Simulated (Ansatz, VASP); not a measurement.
MoS2: VASP beside Ansatz

Contents of INCAR:

```
SYSTEM = MoS2
PREC     = Accurate       ! precision mode
ENCUT    = 520            ! plane-wave cutoff, eV
EDIFF    = 1E-7           ! SCF threshold, eV
ISMEAR   = -1             ! smearing method
SIGMA    = 0.05           ! smearing width, eV
LREAL    = .False.        ! projectors in reciprocal space
LASPH    = .True.         ! aspherical terms in the spheres
NELM     = 80             ! most SCF steps
ALGO     = Normal         ! electronic algorithm
ISIF     = 2              ! what is computed and relaxed
LWAVE    = .False.        ! write WAVECAR
LCHARG   = .False.        ! write CHGCAR
GGA      = PS             ! functional
NBANDS   = 20             ! bands
```

The input KPOINTS:

```
Automatic mesh
0
Gamma
  10 10 10
  0 0 0
```

File POSCAR:

```
MoS2
1.0
    1.6109882594      0.9301045052      6.2706188579
   -1.6109882594      0.9301045052      6.2706188579
    0.0000000000     -1.8602090104      6.2706188579
Mo S
1 2
Direct
    0.0000000000      0.0000000000      0.0000000000
    0.4170000000      0.4170000000      0.4170000000
    0.2500000000      0.2500000000      0.2500000000
```

Contents of input.yaml:

```yaml
crystal:
  lattice:
    - [1.6109882594, 0.9301045052, 6.2706188579]
    - [-1.6109882594, 0.9301045052, 6.2706188579]
    - [0.0, -1.8602090104, 6.2706188579]
  atoms:
    - { symbol: Mo, position: [0.0, 0.0, 0.0] }
    - { symbol: S, position: [0.417, 0.417, 0.417] }
    - { symbol: S, position: [0.25, 0.25, 0.25] }
hamiltonian:
  xc: pbesol
  pseudopotentials: { kind: paw }
kpoints:
  mp_grid: { grid: [10, 10, 10] }
scf:
  occupations: { method: fermi_dirac, width: 0.05 }
output:
  forces: true
  stress: true
  eigenvalues: true
  write_density: true
  write_potential: true
  elf: true
  volumetric_format: npy
```

Change from the starting cell: volume scaled by 1.06.

Alike in both runs: task single point; functional PBEsol; k mesh 10 × 10 × 10; occupations fermi-dirac, width 0.05 eV; no spin polarisation.

|  | VASP | Ansatz |
| --- | --- | --- |
| version | VASP 6.6.1 | Ansatz 0.2.0 |
| potentials or method | VASP PAW PBE potentials, release 64 (Mo_sv, S) | Ansatz PAW |
| plane-wave cutoff (eV) | 520 | 420 |
| valence electrons in the cell | 26 | 26 |

Ansatz gave:

| Quantity | Value |
| --- | --- |
| gap on the k mesh at the Fermi level (eV) | 0.95 |
| least direct gap on the mesh (eV) | 1.81 |
| pressure (GPa) | -7.7 |
| largest component of the traceless stress (GPa) | 1.30 |
| rms of the force components (eV/Å) | 0.330 |

**Question.** Which values does VASP return?

**Answer.** gap on the k mesh at the Fermi level (eV): 0.97; least direct gap on the mesh (eV): 1.81; pressure (GPa): -7.7; largest component of the traceless stress (GPa): 1.29; rms of the force components (eV/Å): 0.329.

Atom by atom the forces differ by 0.001 eV/Å (rms over components). With one functional, cell and mesh, what is left measures potentials, basis and numerics.

Caveats: the PAW data sets were made with another functional, which shifts forces and pressure a little (VASP); the PAW data sets come from PBE, with cores solved anew for the run's functional, which leaves a small shift of forces and pressure (Ansatz). A k mesh can miss the band edges.
